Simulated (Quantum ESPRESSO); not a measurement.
# V (Im-3m) in Quantum ESPRESSO: a series of runs

One crystal, V, is run at these levels: LDA; tasks: phonons.

Program: Quantum ESPRESSO 7.5. These are calculated values, not measurements. Logs are shortened: lines on timing, memory, paths and dates and some standing lists are left out, and cuts for length are marked.

## 1. The crystal as given

It takes space group Im-3m (No. 229, cubic). Conventional cell: a = 3.029 Å, b = 3.029 Å, c = 3.029 Å, α = 90.00°, β = 90.00°, γ = 90.00°. V (site symmetry m-3m) is surrounded by 8 V at 2.62 Å.

## 2. Phonons, LDA, collinear spin, ferromagnetic start

The input, pw.in:

```
&CONTROL
  calculation = 'scf'
  prefix = 'pwscf'
  outdir = './tmp'
  pseudo_dir = './pseudo'
  tprnfor = .true.
  tstress = .true.
  disk_io = 'low'
/
&SYSTEM
  ibrav = 0
  nat = 1
  ntyp = 1
  ecutwfc = 84
  nbnd = 15
  occupations = 'smearing'
  smearing = 'mv'
  degauss = 0.01469973
  nspin = 2
  starting_magnetization(1) = 0.1538
/
&ELECTRONS
  conv_thr = 2d-10
  electron_maxstep = 120
  mixing_beta = 0.3
/
ATOMIC_SPECIES
V     50.9415 V.upf
CELL_PARAMETERS bohr
  -2.8617067568    2.8617067568    2.8617067568
   2.8617067568   -2.8617067568    2.8617067568
   2.8617067568    2.8617067568   -2.8617067568
ATOMIC_POSITIONS bohr
V      0.0000000000    0.0000000000    0.0000000000
K_POINTS automatic
8 8 8 0 0 0
```

The input, relax.in:

```
&CONTROL
  calculation = 'vc-relax'
  prefix = 'pwscf'
  outdir = './tmp'
  pseudo_dir = './pseudo'
  tprnfor = .true.
  tstress = .true.
  disk_io = 'low'
  nstep = 40
  forc_conv_thr = 0.0001
  etot_conv_thr = 1d-06
/
&SYSTEM
  ibrav = 0
  nat = 1
  ntyp = 1
  ecutwfc = 84
  nbnd = 15
  occupations = 'smearing'
  smearing = 'mv'
  degauss = 0.01469973
  nspin = 2
  starting_magnetization(1) = 0.1538
/
&ELECTRONS
  conv_thr = 2d-10
  electron_maxstep = 120
  mixing_beta = 0.3
/
&IONS
  ion_dynamics = 'bfgs'
/
&CELL
  cell_dynamics = 'bfgs'
  press = 0
  press_conv_thr = 0.2
/
ATOMIC_SPECIES
V     50.9415 V.upf
CELL_PARAMETERS bohr
  -2.8617067568    2.8617067568    2.8617067568
   2.8617067568   -2.8617067568    2.8617067568
   2.8617067568    2.8617067568   -2.8617067568
ATOMIC_POSITIONS bohr
V      0.0000000000    0.0000000000    0.0000000000
K_POINTS automatic
8 8 8 0 0 0
```

The input, scf2.in:

```
&CONTROL
  calculation = 'scf'
  prefix = 'pwscf'
  outdir = './tmp'
  pseudo_dir = './pseudo'
  tprnfor = .true.
  tstress = .true.
  disk_io = 'low'
/
&SYSTEM
  ibrav = 0
  nat = 1
  ntyp = 1
  ecutwfc = 84
  nbnd = 15
  occupations = 'smearing'
  smearing = 'mv'
  degauss = 0.01469973
  nspin = 2
  starting_magnetization(1) = 0.1538
/
&ELECTRONS
  conv_thr = 1d-13
  electron_maxstep = 120
  mixing_beta = 0.3
  startingpot = 'file'
  startingwfc = 'file'
/
ATOMIC_SPECIES
V     50.9415 V.upf
CELL_PARAMETERS bohr
  -2.7618686406    2.7618686406    2.7618686406
   2.7618686406   -2.7618686406    2.7618686406
   2.7618686406    2.7618686406   -2.7618686406
ATOMIC_POSITIONS bohr
V      0.0000000000    0.0000000000    0.0000000000
K_POINTS automatic
8 8 8 0 0 0
```

The input, ph.in:

```
phonons of V
&INPUTPH
  prefix = 'pwscf'
  outdir = './tmp'
  tr2_ph = 1d-18
  fildyn = 'dyn'
  niter_ph = 90
  alpha_mix(1) = 0.4
/
-0.0000000000 0.8660254038 -0.0000000000
```

Potentials or basis: PseudoDojo 0.4.1 SR LDA standard.

Started as:

```console
$ OMP_NUM_THREADS=1 mpirun -n 4 pw.x -nk 4 -in pw.in > pw.out
$ OMP_NUM_THREADS=1 mpirun -n 4 pw.x -nk 4 -in relax.in > relax.out
$ OMP_NUM_THREADS=1 mpirun -n 4 pw.x -nk 4 -in scf2.in > scf2.out
$ OMP_NUM_THREADS=1 mpirun -n 4 ph.x -nk 4 -in ph.in > ph.out
```

pw.out:

```text
This program is part of the open-source Quantum ESPRESSO suite
     for quantum simulation of materials; please cite
[... 6 lines left out ...]
     using ibrav=0 with symmetry is DISCOURAGED, use correct ibrav instead

     K-points division:     npool     =       4
     Subspace diagonalization in iterative solution of the eigenvalue problem:
     a serial algorithm will be used

     G-vector sticks info
     --------------------
     sticks:   dense  smooth     PW     G-vecs:    dense   smooth      PW
     Sum         623     623    221                 9861     9861    2123

     Using Slab Decomposition

     bravais-lattice index     =            0
     lattice parameter (alat)  =       4.9566  a.u.
     unit-cell volume          =      93.7423 (a.u.)^3
     number of atoms/cell      =            1
     number of atomic types    =            1
     number of electrons       =        13.00
     number of Kohn-Sham states=           15
     kinetic-energy cutoff     =      84.0000  Ry
     charge density cutoff     =     336.0000  Ry
     scf convergence threshold =      2.0E-10
     mixing beta               =       0.3000
     number of iterations used =            8  plain     mixing
     Exchange-correlation= SLA  PW   NOGX NOGC
                           (   1   4   0   0   0   0   0)

     celldm(1)=   4.956621  celldm(2)=   0.000000  celldm(3)=   0.000000
     celldm(4)=   0.000000  celldm(5)=   0.000000  celldm(6)=   0.000000

     crystal axes: (cart. coord. in units of alat)
               a(1) = (  -0.577350   0.577350   0.577350 )
               a(2) = (   0.577350  -0.577350   0.577350 )
               a(3) = (   0.577350   0.577350  -0.577350 )

     reciprocal axes: (cart. coord. in units 2 pi/alat)
               b(1) = ( -0.000000  0.866025  0.866025 )
               b(2) = (  0.866025 -0.000000  0.866025 )
               b(3) = (  0.866025  0.866025  0.000000 )

     PseudoPot. # 1 for V  read from file:
     V.upf
     Pseudo is Norm-conserving + core correction, Zval = 13.0
     Generated using ONCVPSP code by D. R. Hamann
     Using radial grid of 1518 points,  6 beta functions with:
                l(1) =   0
                l(2) =   0
                l(3) =   1
                l(4) =   1
                l(5) =   2
                l(6) =   2

     atomic species   valence    mass     pseudopotential
     V                13.00    50.94150     V ( 1.00)

     Starting magnetic structure
     atomic species   magnetization
     V               0.154

     48 Sym. Ops., with inversion, found

   Cartesian axes

     site n.     atom                  positions (alat units)
         1        V      tau(   1) = (   0.0000000   0.0000000   0.0000000  )

     number of k points=    29  Marzari-Vanderbilt smearing, width (Ry)=  0.0147
                       cart. coord. in units 2pi/alat
        k(    1) = (   0.0000000   0.0000000   0.0000000), wk =   0.0019531
        k(    2) = (   0.1082532   0.1082532   0.0000000), wk =   0.0234375
        k(    3) = (   0.2165064   0.2165064   0.0000000), wk =   0.0234375
        k(    4) = (   0.3247595   0.3247595   0.0000000), wk =   0.0234375
        k(    5) = (  -0.4330127  -0.4330127   0.0000000), wk =   0.0117188
        k(    6) = (   0.2165064   0.1082532   0.1082532), wk =   0.0468750
[... 21 lines left out ...]
        k(   28) = (  -0.8660254  -0.1082532  -0.1082532), wk =   0.0234375
        k(   29) = (  -0.8660254  -0.8660254  -0.8660254), wk =   0.0019531

     Dense  grid:     9861 G-vectors     FFT dimensions: (  30,  30,  30)

     Generating pointlists ...
     new r_m :   0.4125 (alat units)  2.0446 (a.u.) for type    1

     Initial potential from superposition of free atoms

     starting charge      12.9991, renormalised to      13.0000
     Starting wfcs are   10 randomized atomic wfcs +    5 random wfcs

     Self-consistent Calculation

     iteration #  1     ecut=    84.00 Ry     beta= 0.30
     Davidson diagonalization with overlap
     ethr =  1.00E-02,  avg # of iterations =  4.2

     Threshold (ethr) on eigenvalues was too large:
     Diagonalizing with lowered threshold

     Davidson diagonalization with overlap
     ethr =  6.68E-04,  avg # of iterations =  1.1

     total energy              =    -147.49184328 Ry
     estimated scf accuracy    <       0.08753804 Ry

     total magnetization       =     0.84 Bohr mag/cell
     absolute magnetization    =     0.84 Bohr mag/cell

     iteration #  2     ecut=    84.00 Ry     beta= 0.30
     Davidson diagonalization with overlap
     ethr =  6.73E-04,  avg # of iterations =  1.1

     total energy              =    -147.50561402 Ry
     estimated scf accuracy    <       0.02183988 Ry

     total magnetization       =     0.79 Bohr mag/cell
     absolute magnetization    =     0.79 Bohr mag/cell
[... 101 lines left out ...]
     iteration # 13     ecut=    84.00 Ry     beta= 0.30
     Davidson diagonalization with overlap
     ethr =  1.54E-11,  avg # of iterations =  2.0

     total energy              =    -147.51871047 Ry
     estimated scf accuracy    <          9.5E-10 Ry

     total magnetization       =    -0.00 Bohr mag/cell
     absolute magnetization    =     0.00 Bohr mag/cell

     iteration # 14     ecut=    84.00 Ry     beta= 0.30
     Davidson diagonalization with overlap
     ethr =  7.32E-12,  avg # of iterations =  1.0

     Magnetic moment per site  (integrated on atomic sphere of radius R)
     atom   1 (R=0.413)  charge= 11.3318  magn=  0.0000

     End of self-consistent calculation

 ------ SPIN UP ------------

          k = 0.0000 0.0000 0.0000 (  1205 PWs)   bands (ev):

   -47.3549 -21.0165 -21.0165 -21.0165   9.2749  16.1595  16.1595  16.1595
    18.0814  18.0814  36.1448  36.1448  36.1448  42.7188  42.7188

          k = 0.1083 0.1083 0.0000 (  1218 PWs)   bands (ev):

   -47.3284 -21.1446 -21.0560 -21.0173   9.8748  15.9151  16.0807  16.5884
    17.8495  18.1013  34.8951  35.8550  36.5893  41.5448  42.8135

          k = 0.2165 0.2165 0.0000 (  1228 PWs)   bands (ev):

   -47.2639 -21.4469 -21.1503 -21.0194  11.3770  15.3676  15.7450  17.7318
    17.7734  18.1891  31.5366  34.1381  37.4948  39.0964  41.4722

          k = 0.3248 0.3248 0.0000 (  1218 PWs)   bands (ev):

   -47.1987 -21.7403 -21.2433 -21.0215  12.5386  14.8697  16.2489  18.0187
    18.3389  19.0967  27.6194  32.2471  36.1163  38.1807  41.4221
[... 43 lines left out ...]
   -47.1644 -21.7337 -21.3582 -21.1414  13.5901  14.5246  15.8598  18.2729
    18.4522  22.1647  25.4724  29.6310  30.6980  41.2234  46.2711

          k = 0.0000 0.0000 0.2165 (  1217 PWs)   bands (ev):

   -47.3030 -21.1818 -21.0966 -21.0966  10.4423  16.1372  16.1372  16.5851
    17.1851  18.4026  34.2131  36.4028  36.4028  38.0650  42.7870

          k = 0.4330 0.3248 0.3248 (  1208 PWs)   bands (ev):

   -47.1614 -21.6344 -21.4141 -21.2142  14.1987  14.6378  15.0362  18.3589
    18.4587  23.1752  26.4603  27.1116  29.9682  43.1847  45.1862

          k = 0.0000-0.1083 0.3248 (  1221 PWs)   bands (ev):

   -47.2413 -21.4386 -21.1936 -21.1151  11.8539  15.7171  15.7769  16.9871
    17.6203  18.6536  31.8892  33.9421  35.3996  38.2269  41.7351

          k =-0.0000-0.2165 0.4330 (  1222 PWs)   bands (ev):

   -47.1790 -21.7103 -21.2891 -21.1111  12.9708  15.3368  15.4408  17.5249
    19.0136  19.2409  27.8540  32.4517  33.6739  39.6262  40.9691

          k = 0.1083-0.1083 0.4330 (  1224 PWs)   bands (ev):

   -47.1822 -21.6081 -21.3169 -21.1641  13.1174  14.9237  15.8788  17.1097
    18.4666  19.4523  30.2287  30.4140  35.6691  36.4786  41.5294

          k =-0.8660-0.3248-0.3248 (  1216 PWs)   bands (ev):

   -47.1530 -21.8212 -21.3283 -21.1089  13.0835  15.1615  15.7869  17.5790
    19.7064  20.2867  25.5255  31.9005  32.7645  40.7689  40.8129

          k =-0.7578-0.2165-0.3248 (  1219 PWs)   bands (ev):

   -47.1400 -21.7316 -21.4277 -21.1675  13.6824  14.7563  15.5036  17.5872
    19.0071  21.5680  26.4021  29.1025  34.7842  38.0227  40.4518

          k =-0.6495-0.2165-0.2165 (  1232 PWs)   bands (ev):

   -47.1238 -21.6205 -21.6205 -21.1756  14.3916  14.3916  14.9795  18.4400
    18.4400  24.7234  24.7234  26.4313  37.1865  37.1865  38.3749
[... 28 lines left out ...]
   -47.0832 -21.5881 -21.5056 -21.5056  13.4041  13.5227  18.0448  18.0448
    18.8584  22.2243  28.2060  28.2060  32.3820  33.2277  40.5364

          k =-0.8660-0.1083-0.1083 (  1224 PWs)   bands (ev):

   -47.0632 -21.6339 -21.5496 -21.5133  13.1825  13.2248  18.3092  18.5187
    19.4371  24.7124  25.5242  27.0220  32.5773  33.5579  38.3941

          k =-0.8660-0.8660-0.8660 (  1264 PWs)   bands (ev):

   -47.0445 -21.5945 -21.5945 -21.5945  12.8793  12.8793  19.3826  19.3826
    19.3826  25.6698  25.6698  25.6698  32.3372  32.3372  36.7801

 ------ SPIN DOWN ----------

          k = 0.0000 0.0000 0.0000 (  1205 PWs)   bands (ev):

   -47.3549 -21.0164 -21.0164 -21.0164   9.2749  16.1596  16.1596  16.1596
    18.0814  18.0814  36.1448  36.1448  36.1448  42.7188  42.7188

          k = 0.1083 0.1083 0.0000 (  1218 PWs)   bands (ev):

   -47.3283 -21.1445 -21.0559 -21.0173   9.8748  15.9152  16.0808  16.5885
    17.8496  18.1014  34.8951  35.8550  36.5893  41.5449  42.8135

          k = 0.2165 0.2165 0.0000 (  1228 PWs)   bands (ev):

   -47.2638 -21.4469 -21.1503 -21.0193  11.3771  15.3677  15.7450  17.7319
    17.7734  18.1891  31.5366  34.1381  37.4948  39.0964  41.4723

          k = 0.3248 0.3248 0.0000 (  1218 PWs)   bands (ev):

   -47.1986 -21.7403 -21.2433 -21.0214  12.5386  14.8698  16.2489  18.0187
    18.3390  19.0968  27.6194  32.2471  36.1163  38.1807  41.4221
[... 43 lines left out ...]
   -47.1643 -21.7336 -21.3581 -21.1413  13.5901  14.5247  15.8598  18.2729
    18.4523  22.1647  25.4725  29.6310  30.6980  41.2234  45.6944

          k = 0.0000 0.0000 0.2165 (  1217 PWs)   bands (ev):

   -47.3030 -21.1818 -21.0965 -21.0965  10.4423  16.1373  16.1373  16.5851
    17.1852  18.4026  34.2131  36.4029  36.4029  38.0650  42.7870

          k = 0.4330 0.3248 0.3248 (  1208 PWs)   bands (ev):

   -47.1614 -21.6344 -21.4140 -21.2142  14.1987  14.6379  15.0363  18.3589
    18.4587  23.1752  26.4603  27.1116  29.9682  43.1847  45.1862

          k = 0.0000-0.1083 0.3248 (  1221 PWs)   bands (ev):

   -47.2413 -21.4386 -21.1935 -21.1150  11.8540  15.7171  15.7770  16.9872
    17.6203  18.6536  31.8892  33.9421  35.3996  38.2270  41.7351

          k =-0.0000-0.2165 0.4330 (  1222 PWs)   bands (ev):

   -47.1790 -21.7102 -21.2890 -21.1110  12.9709  15.3368  15.4409  17.5250
    19.0137  19.2409  27.8540  32.4517  33.6739  39.6262  40.9691

          k = 0.1083-0.1083 0.4330 (  1224 PWs)   bands (ev):

   -47.1821 -21.6080 -21.3169 -21.1641  13.1174  14.9237  15.8789  17.1097
    18.4666  19.4523  30.2287  30.4140  35.6692  36.4786  41.5294

          k =-0.8660-0.3248-0.3248 (  1216 PWs)   bands (ev):

   -47.1530 -21.8212 -21.3282 -21.1088  13.0835  15.1615  15.7869  17.5791
    19.7065  20.2868  25.5255  31.9005  32.7646  40.7690  40.8129

          k =-0.7578-0.2165-0.3248 (  1219 PWs)   bands (ev):

   -47.1399 -21.7316 -21.4277 -21.1675  13.6824  14.7563  15.5037  17.5872
    19.0072  21.5680  26.4021  29.1026  34.7842  38.0227  40.4519

          k =-0.6495-0.2165-0.2165 (  1232 PWs)   bands (ev):

   -47.1238 -21.6204 -21.6204 -21.1756  14.3916  14.3916  14.9795  18.4401
    18.4401  24.7235  24.7235  26.4313  37.1865  37.1865  38.3749
[... 28 lines left out ...]
   -47.0832 -21.5880 -21.5056 -21.5056  13.4041  13.5227  18.0449  18.0449
    18.8584  22.2243  28.2061  28.2061  32.3821  33.2278  40.5364

          k =-0.8660-0.1083-0.1083 (  1224 PWs)   bands (ev):

   -47.0632 -21.6339 -21.5495 -21.5132  13.1826  13.2249  18.3093  18.5188
    19.4372  24.7124  25.5242  27.0220  32.5774  33.5580  38.3941

          k =-0.8660-0.8660-0.8660 (  1264 PWs)   bands (ev):

   -47.0444 -21.5945 -21.5945 -21.5945  12.8793  12.8793  19.3827  19.3827
    19.3827  25.6698  25.6698  25.6698  32.3372  32.3372  36.7801

     the Fermi energy is    15.7662 ev

!    total energy              =    -147.51871047 Ry
     estimated scf accuracy    <          3.6E-11 Ry
     smearing contrib. (-TS)   =       0.00034089 Ry
     internal energy E=F+TS    =    -147.51905136 Ry

     The total energy is F=E-TS. E is the sum of the following terms:
     one-electron contribution =     -46.68958131 Ry
     hartree contribution      =      29.26406187 Ry
     xc contribution           =     -22.63485338 Ry
     ewald contribution        =    -107.45867855 Ry

     total magnetization       =     0.00 Bohr mag/cell
     absolute magnetization    =     0.00 Bohr mag/cell

     convergence has been achieved in  14 iterations

     Forces acting on atoms (cartesian axes, Ry/au):

     atom    1 type  1   force =     0.00000000    0.00000000    0.00000000

     Total force =     0.000000     Total SCF correction =     0.000000

     Computing stress (Cartesian axis) and pressure

          total   stress  (Ry/bohr**3)                   (kbar)     P=     -186.62
  -0.00126859  -0.00000000  -0.00000000         -186.62       -0.00       -0.00
  -0.00000000  -0.00126859  -0.00000000           -0.00     -186.62       -0.00
  -0.00000000  -0.00000000  -0.00126859           -0.00       -0.00     -186.62

=------------------------------------------------------------------------------=
   JOB DONE.
=------------------------------------------------------------------------------=
```

Wall time 64 s (4 MPI ranks of Intel Xeon Platinum 8259CL at 2.50GHz (Skylake/Cascade Lake), shared host); peak memory 0.36 GiB.

What came out:

```yaml
Free_energy: -2007.1839 eV
Relaxed_volume: 12.49 Å³/atom
Relaxed_cell: a = 2.531 Å, b = 2.531 Å, c = 2.531 Å, α = 109.47°, β = 109.47°, γ = 109.47°
Space_group_after_relaxing_to_0.05_Å: Im-3m (No. 229)
Pressure_after_relaxing: 0.0 GPa
Band_gap_on_the_k_mesh: none (metal or under the smearing width)
Net_moment: 0.00 μB per cell
Absolute_moment: 0.00 μB per cell
Valence_electrons_inside_the_program's_atomic_spheres: V 11.33
Highest_phonon_frequency_at_the_q_point_run: 329 cm⁻¹
```

The path:
```
step  energy change (eV)  largest force (eV/Å)  pressure (GPa)  volume (Å³)
   1              0.0000                0.0000          -18.66        13.89
   2             -0.0888                0.0000           -2.11        12.61
   3             -0.0896                0.0000            0.41        12.46
   4             -0.0896                0.0000           -0.01        12.49
   5             -0.0896                0.0000            0.00        12.49
   6             -0.0896                0.0000            0.00        12.49
```

Final structure:
```
V
1.0
    -1.46152    1.46152    1.46152
     1.46152   -1.46152    1.46152
     1.46152    1.46152   -1.46152
V
1
Direct
  0.00000 0.00000 0.00000
```

Phonon frequencies in cm⁻¹ (negative: imaginary):
| q point | frequencies |
| --- | --- |
| (0.500, -0.500, 0.500) | 329 329 329 |

Phonon modes at q = (0.500, -0.500, 0.500) in reciprocal lattice units:
```csv
mode,symmetry,cm⁻¹
1,T_1u,329
2,T_1u,329
3,T_1u,329
```

Caveat: the k mesh is coarse (spacing up to 0.37 Å⁻¹), so the values aren't converged; the mesh is thin for the phonons of a metal.

(Continued in part 2 of 4.)
